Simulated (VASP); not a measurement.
# Al (Fm-3m) in VASP: notebook

The runs below take Al through relaxation of cell and atoms, with PBE.

Program: VASP 6.6.1. These are calculated values, not measurements. Logs are shortened: lines on timing, memory, paths and dates and some standing lists are left out, and cuts for length are marked.

## Step 1: Starting point

The structure is cubic, space group Fm-3m (No. 225). The conventional cell has a = 4.050 Å, b = 4.050 Å, c = 4.050 Å, α = 90.00°, β = 90.00°, γ = 90.00°. Al (site symmetry m-3m) has 12 Al at 2.86 Å as nearest neighbours.

## Step 2: Relaxation of cell and atoms, PBE

File INCAR:

```
PREC = Accurate ; ENCUT = 700
EDIFF = 1E-7 ; ISMEAR = 0
SIGMA = 0.1 ; LREAL = False
LASPH = True ; NELM = 100
ALGO = Normal ; ISIF = 3
LWAVE = False ; LCHARG = False
GGA = PE ; IBRION = 2
NSW = 80 ; EDIFFG = -0.002
```

File KPOINTS:

```
Automatic mesh
0
Gamma
  18 18 18
```

File POSCAR:

```
Al
1.0
    0.0000000000      2.0248050000      2.0248050000
    2.0248050000      0.0000000000      2.0248050000
    2.0248050000      2.0248050000      0.0000000000
Al
1
Direct
    0.0000000000      0.0000000000      0.0000000000
```

Potentials or basis: VASP PAW PBE potentials, release 64 (Al).

Started as:

```console
$ cat potpaw_PBE.64/Al/POTCAR > POTCAR
$ mpirun -np 1 vasp_std > vasp.out
```

OUTCAR:

```text
PREC = Accurate
   ENCUT = 700
   EDIFF = 1E-7
   ISMEAR = 0
   LREAL = False
   LASPH = True
   NELM = 100
   ISIF = 3
   GGA = PE
   IBRION = 2
   NSW = 80
   EDIFFG = -0.002

 ion  position               nearest neighbor table
   1  0.000  0.000  0.000-

  LATTYP: Found a face centered cubic cell.
 ALAT       =     4.0496100000

  Lattice vectors:

 A1 = (   0.0000000000,   2.0248050000,   2.0248050000)
 A2 = (   2.0248050000,   0.0000000000,   2.0248050000)
 A3 = (   2.0248050000,   2.0248050000,   0.0000000000)

Analysis of symmetry for initial positions (statically):
=====================================================================
 Subroutine PRICEL returns:
 Original cell was already a primitive cell.

 Routine SETGRP: Setting up the symmetry group for a
 face centered cubic supercell.

 Subroutine GETGRP returns: Found 48 space group operations
 (whereof 48 operations were pure point group operations)
 out of a pool of 48 trial point group operations.

The static configuration has the point symmetry O_h .

Analysis of symmetry for dynamics (positions and initial velocities):
=====================================================================
 Subroutine PRICEL returns:
 Original cell was already a primitive cell.

 Routine SETGRP: Setting up the symmetry group for a
 face centered cubic supercell.

 Subroutine GETGRP returns: Found 48 space group operations
 (whereof 48 operations were pure point group operations)
 out of a pool of 48 trial point group operations.

The dynamic configuration has the point symmetry O_h .

 Subroutine INISYM returns: Found 48 space group operations
 (whereof 48 operations are pure point group operations),
 and found     1 'primitive' translations

----------------------------------------------------------------------------------------

                                     Primitive cell

  volume of cell :      16.6027

  direct lattice vectors                    reciprocal lattice vectors
     0.000000000  2.024805000  2.024805000    -0.246937359  0.246937359  0.246937359
     2.024805000  0.000000000  2.024805000     0.246937359 -0.246937359  0.246937359
     2.024805000  2.024805000  0.000000000     0.246937359  0.246937359 -0.246937359

  length of vectors
     2.863506692  2.863506692  2.863506692     0.427708053  0.427708053  0.427708053

  position of ions in fractional coordinates (direct lattice)
     0.000000000  0.000000000  0.000000000

  ion indices of the primitive-cell ions
   primitive index   ion index
                 1           1

----------------------------------------------------------------------------------------

 KPOINTS: Automatic mesh

Automatic generation of k-mesh.
 Grid dimensions read from file:
 generate k-points for:   18   18   18

 Generating k-lattice:

  Cartesian coordinates                     Fractional coordinates (reciprocal lattice)
    -0.013718742  0.013718742  0.013718742     0.055555556  0.000000000  0.000000000
     0.013718742 -0.013718742  0.013718742     0.000000000  0.055555556  0.000000000
     0.013718742  0.013718742 -0.013718742     0.000000000  0.000000000  0.055555556

  Length of vectors
     0.023761558  0.023761558  0.023761558

  Shift w.r.t. Gamma in fractional coordinates (k-lattice)
     0.000000000  0.000000000  0.000000000

 Subroutine IBZKPT returns following result:
 ===========================================

 Found    195 irreducible k-points:

 Following reciprocal coordinates:
            Coordinates               Weight
  0.000000  0.000000  0.000000      1.000000
  0.055556  0.000000  0.000000      8.000000
  0.111111  0.000000  0.000000      8.000000
  0.166667  0.000000  0.000000      8.000000
  0.222222  0.000000  0.000000      8.000000
  0.277778  0.000000  0.000000      8.000000
[... 16 lines left out ...]
 -0.277778  0.055556  0.000000     24.000000
 -0.222222  0.055556  0.000000     24.000000
 [... further k-points ...]
   k-points           NKPTS =    195   k-points in BZ     NKDIM =    195   number of bands    NBANDS=      5
   number of dos      NEDOS =    301   number of ions     NIONS =      1
   total plane-waves  NPLWV =  21952
   dimension x,y,z NGX =    28 NGY =   28 NGZ =   28
   dimension x,y,z NGXF=    56 NGYF=   56 NGZF=   56
   ions per type =               1
   NGX,Y,Z   is equivalent  to a cutoff of  16.26, 16.26, 16.26 a.u.
   NGXF,Y,Z  is equivalent  to a cutoff of  32.51, 32.51, 32.51 a.u.
 SYSTEM =  unknown system
   PREC   = accura    normal or accurate (medium, high low for compatibility)
   ISTART =      0    job   : 0-new  1-cont  2-samecut
   ICHARG =      2    charge: 1-file 2-atom 10-const
   ISPIN  =      1    spin polarized calculation?
   LNONCOLLINEAR =      F non collinear calculations
   LSORBIT =      F    spin-orbit coupling
   LASPH  =      T    aspherical Exc in radial PAW
   ENCUT  =  700.0 eV  51.45 Ry    7.17 a.u.   6.18  6.18  6.18*2*pi/ulx,y,z
   NELM   =    100;   NELMIN=  2; NELMDL= -5     # of ELM steps
   EDIFF  = 0.1E-06   stopping-criterion for ELM
   LREAL  =      F    real-space projection
   EDIFFG = -.2E-02   stopping-criterion for IOM
   NSW    =     80    number of steps for IOM
   IBRION =      2    ionic relax: 0-MD 1-quasi-New 2-CG
   NFREE  =      1    steps in history (QN), initial steepest desc. (CG)
   ISIF   =      3    stress and relaxation
   ISYM   =      2    0-nonsym 1-usesym 2-fastsym
   POTIM  = 0.5000    time-step for ionic-motion
   TEBEG  =    0.0;   TEEND  =   0.0 temperature during run
   PSTRESS=    0.0 pullay stress
   NELECT =       3.0000    total number of electrons
   NUPDOWN=      -1.0000    fix difference up-down
   EMIN   =  10.00;   EMAX   =-10.00  energy-range for DOS
   EFERMI =   0.00;   METHOD = LEGACY
   ISMEAR =     0;   SIGMA  =   0.10  broadening in eV -4-tet -1-fermi 0-gaus
   EFERMI_NEDOS =   21; number of points for ismear=-14 and -15
   IALGO  =     38    algorithm
   IMIX   =      4    mixing-type and parameters
     AMIX     =   0.40;   BMIX     =  1.00
     AMIX_MAG =   1.60;   BMIX_MAG =  1.00
  volume/ion in A,a.u.               =      16.60       112.04
  Fermi-wavevector in a.u.,A,eV,Ry     =   0.925526  1.748991 11.654733  0.856599
  Thomas-Fermi vector in A             =   2.051390
   LORBIT       =      0    0 simple, 1 ext, 2 COOP (PROOUT), +10 PAW based schemes
   GGA     = PE    functional components
   LHFCALC =     F    Hartree Fock is set to
   AEXX    =    0.0000 exact exchange contribution
   IVDW    =     0    specifies the selected vdW correction
   LEPSILON=     F    determine dielectric tensor
   LRPA    =     F    only Hartree local field effects (RPA)
 conjugate gradient relaxation of ions
 non-spin polarized calculation
 Gauss-broadening in eV      SIGMA  =   0.10
  energy-cutoff  :      700.00
  volume of cell :       16.60
 maximum number of plane-waves:       725
 NGX is ok and might be reduce to    28
   NGX = 13   NGY = 13   NGZ = 13

--------------------------------------- Ionic step        1  -------------------------------------------

 number of electron       3.0000000 magnetization

 Free energy of the ion-electron system (eV)
  ---------------------------------------------------
  ext. energy  EPLUGINS =         0.00000000
  ---------------------------------------------------
  free energy    TOTEN  =        -3.74452490 eV

  energy without entropy =       -3.74164653  energy(sigma->0) =       -3.74308571

------------------------ aborting loop because EDIFF is reached ----------------------------------------

  FORCE on cell =-STRESS in cart. coord.  units (eV):
  Direction    XX          YY          ZZ          XY          YZ          ZX
  --------------------------------------------------------------------------------------
  -------------------------------------------------------------------------------------
  Total       -0.0515975     -0.0515975     -0.0515975      0.0000000      0.0000000      0.0000000
  in kB       -4.9792051     -4.9792051     -4.9792051      0.0000000      0.0000000      0.0000000
  external PRESSURE =      -4.9792051 kB  Pullay stress =       0.0000000 kB
[... 55 lines left out ...]
  energy  without entropy=       -3.7417617406  energy(sigma->0) =       -3.74322812

--------------------------------------- Ionic step        3  -------------------------------------------

 number of electron       3.0000000 magnetization

 Free energy of the ion-electron system (eV)
  ---------------------------------------------------
  ext. energy  EPLUGINS =         0.00000000
  ---------------------------------------------------
  free energy    TOTEN  =        -3.74469731 eV

  energy without entropy =       -3.74177005  energy(sigma->0) =       -3.74323368

 E-fermi :   7.9955     XC(G=0): -10.1981

 val. band max:        7.9889501201   @ k =  -0.2778   0.2778   0.0556
 cond. band min:       7.9960672535   @ k =  -0.2778   0.5000   0.2222
 fundamental gap:      0.0071171334
 Fermi energy:         7.9955383587

 k-point     1 :       0.0000    0.0000    0.0000
  band No.  band energies     occupation
      1      -3.1329      2.00000
      2      20.6258      0.00000
      3      20.6258      0.00000
      4      20.6258      0.00000
      5      22.1208      0.00000

 k-point     2 :       0.0556    0.0000    0.0000
  band No.  band energies     occupation
      1      -3.0490      2.00000
      2      19.1083      0.00000
      3      20.3141      0.00000
      4      20.3141      0.00000
      5      22.5633      0.00000
[... 169 lines left out ...]
 k-point    24 :      -0.2222    0.0556    0.0000
  band No.  band energies     occupation
      1      -1.4913      2.00000
      2      11.8461      0.00000
      3      17.2916      0.00000
      4      20.1439      0.00000
      5      21.8898      0.00000

 [... further k-points ...]
[... 5 lines left out ...]
  --------------------------------------------------------------------------------------
  -------------------------------------------------------------------------------------
  Total        0.0001562      0.0001562      0.0001562     -0.0000000      0.0000000     -0.0000000
  in kB        0.0151772      0.0151772      0.0151772     -0.0000000      0.0000000     -0.0000000
  external PRESSURE =       0.0151772 kB  Pullay stress =       0.0000000 kB
[... 16 lines left out ...]
  FREE ENERGIE OF THE ION-ELECTRON SYSTEM (eV)
  ---------------------------------------------------
  free  energy   TOTEN  =        -3.7446973061 eV

  energy  without entropy=       -3.7417700525  energy(sigma->0) =       -3.74323368

 reached required accuracy - stopping structural energy minimisation
```

It took 22 s on 1 thread of Intel Xeon Platinum 8488C (Sapphire Rapids), shared host; peak memory 0.17 GiB.

What came out:

| Property | Result |
| --- | --- |
| Free energy | -3.7447 eV |
| Relaxed volume | 16.49 Å³/atom |
| Relaxed cell | a = 2.857 Å, b = 2.857 Å, c = 2.857 Å, α = 60.00°, β = 60.00°, γ = 60.00° |
| Space group after relaxing (to 0.05 Å) | Fm-3m (No. 225) |
| Energy gained by relaxing | 0.2 meV/atom |
| Ionic steps | 3 |
| Pressure after relaxing | 0.0 GPa |
| Band gap on the k mesh | none (metal or under the smearing width) |

Step by step:
```
step  energy change (eV)  largest force (eV/Å)  pressure (GPa)  volume (Å³)
   1              0.0000                0.0000           -0.50        16.60
   2             -0.0002                0.0000            0.07        16.48
   3             -0.0002                0.0000            0.00        16.49
```

Final structure:
```
CELL_PARAMETERS angstrom
0.00000 2.02034 2.02034
2.02034 0.00000 2.02034
2.02034 2.02034 0.00000
ATOMIC_POSITIONS crystal
Al 0.00000 0.00000 0.00000
```

## Step 3: Relaxation of cell and atoms, PBE

This run uses another cell than the first one, of 16.49 Å³/atom, 0.993 times its volume.

INCAR is that of step 2.

KPOINTS is that of step 2.

File POSCAR:

```
Al                                      
1.0
    0.0000000000      2.0203408486      2.0203408486
    2.0203408486      0.0000000000      2.0203408486
    2.0203408486      2.0203408486     -0.0000000000
  Al            
     1
Direct
     0.0000000000000000    0.0000000000000000    0.0000000000000000
```

Potentials or basis: VASP PAW PBE potentials, release 64 (Al).

Started as:

```console
$ cat potpaw_PBE.64/Al/POTCAR > POTCAR
$ mpirun -np 1 vasp_std > vasp.out
```

Wall time 12 s (1 thread of Intel Xeon Platinum 8488C (Sapphire Rapids), shared host); peak memory 0.16 GiB.

The run converged. Its results:

* Free energy: -3.7447 eV
* Pressure after relaxing: 0.0 GPa
* Band gap on the k mesh: none (metal or under the smearing width)

Final structure:
```xyz
1
Lattice="0.0000 2.0203 2.0203 2.0203 0.0000 2.0203 2.0203 2.0203 0.0000" Properties=species:S:1:pos:R:3 pbc="T T T"
Al    0.0000    0.0000    0.0000
```

Levels at points of the mesh, in eV from the Fermi level:
```
           k point  band 1  band 2  band 3  band 4  band 5
(0.00, 0.00, 0.00)  -11.13   12.63   12.63   12.63   14.13
(0.50, 0.00, 0.00)   -4.59   -4.37   11.42   11.42   11.47
(0.50, 0.50, 0.00)   -2.92   -1.59    5.27    5.61    5.61
```

Caveat: the relaxation stopped at its first step, so nothing moved.
